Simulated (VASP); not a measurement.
## Cu3HO: single point with LDA

The system is Cu3HO.

```
CELL_PARAMETERS angstrom
4.24000 0.00000 0.00000
0.00000 4.24000 0.00000
0.00000 0.00000 4.24000
ATOMIC_POSITIONS crystal
O 0.00000 0.00000 0.00000
H 0.50000 0.50000 0.50000
Cu 0.50000 0.50000 0.00000
Cu 0.50000 0.00000 0.50000
Cu 0.00000 0.50000 0.50000
```

The cell comes from a database or a generator and needn't be the stable form of this composition.

```yaml
Program: VASP 6.6.1
Task: single point
Functional: LDA
Potentials_or_basis: VASP PAW LDA potentials, release 64 (O, H, Cu)
Cutoff: 520 eV
k_mesh: 4 × 4 × 4
Occupations: gaussian, width 0.05 eV
Spin: no spin polarisation
Dipole_correction: no
Further_INCAR_settings: ALGO = Normal; EDIFF = 1e-06; NBANDS = 28
```

The pressure is -25.9 GPa and the band gap on the k mesh is 0.31 eV, indirect (least direct gap 0.55 eV).

Levels at points of the mesh, in eV from the valence-band top:
```csv
k point,band 18,band 19,band 20,band 21,band 22,band 23
"(0.00, 0.00, 0.00)",-0.87,-0.87,-0.78,3.90,3.90,3.90
"(0.50, 0.00, 0.00)",-0.87,-0.24,-0.24,0.31,4.60,4.60
"(0.50, 0.50, 0.00)",-0.67,-0.67,0.00,1.96,1.96,2.91
"(0.50, 0.50, 0.50)",-0.86,-0.86,-0.86,1.85,1.85,1.85
```

Wall time 13 s on 1 thread of Intel(R) Xeon(R) Platinum 8488C (Sapphire Rapids), with other jobs on the host, peak memory 0.16 GiB.

Caveat: so large a pressure means that the cell lies far from this level's equilibrium, or that cutoff or potentials fall short. As with any semilocal functional, this LDA gap is likely too small.
